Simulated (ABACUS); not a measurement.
Crystal: ZrB2.

```xyz
3
Lattice="3.1700 0.0000 0.0000 -1.5850 2.7453 0.0000 0.0000 0.0000 3.5330" Properties=species:S:1:pos:R:3 pbc="T T T"
Zr    0.0000    0.0000    0.0000
B     1.5850    0.9151    1.7665
B     0.0000    1.8302    1.7665
```

```yaml
Program: ABACUS 3.10.1
Task: single point
Functional: PBEsol
Potentials_or_basis: PseudoDojo NC SR 0.4.1 PBEsol standard
Cutoff: 1034 eV
Density_cutoff: 4136 eV
Basis: plane waves
k_mesh: 10 × 10 × 8
Occupations: fermi-dirac, width 0.05 eV
Spin: no spin polarisation
```

On this cell: pressure -3.7 GPa; largest force under 0.003 eV/Å; band gap on the k mesh none (metal or under the smearing width).

The same run follows on a disturbed copy (atoms moved at random, drawn with an rms of 0.05 Å):

```
CELL_PARAMETERS angstrom
3.17000 0.00000 0.00000
-1.58500 2.74530 0.00000
0.00000 0.00000 3.53300
ATOMIC_POSITIONS crystal
Zr 0.00055 0.02110 0.99126
B 0.65467 0.33004 0.49578
B 0.34214 0.66506 0.51411
```

Question: What changes?

Answer: The energy (extrapolated to zero smearing) moves by +27.8 meV/atom; pressure -2.7 GPa; largest force 1.252 eV/Å; band gap on the k mesh none (metal or under the smearing width).

Forces on the atoms (eV/Å):
```
Zr   0.375 -0.836  0.681
B    0.544  0.396  0.047
B   -0.919  0.439 -0.728
```

Stress tensor (GPa, compression positive):
```
-2.50  0.42  0.44
 0.42 -2.75 -0.71
 0.44 -0.71 -2.96
```

Caveats: there are fewer bands than atomic start orbitals, so a level may be missed at k points of high symmetry.
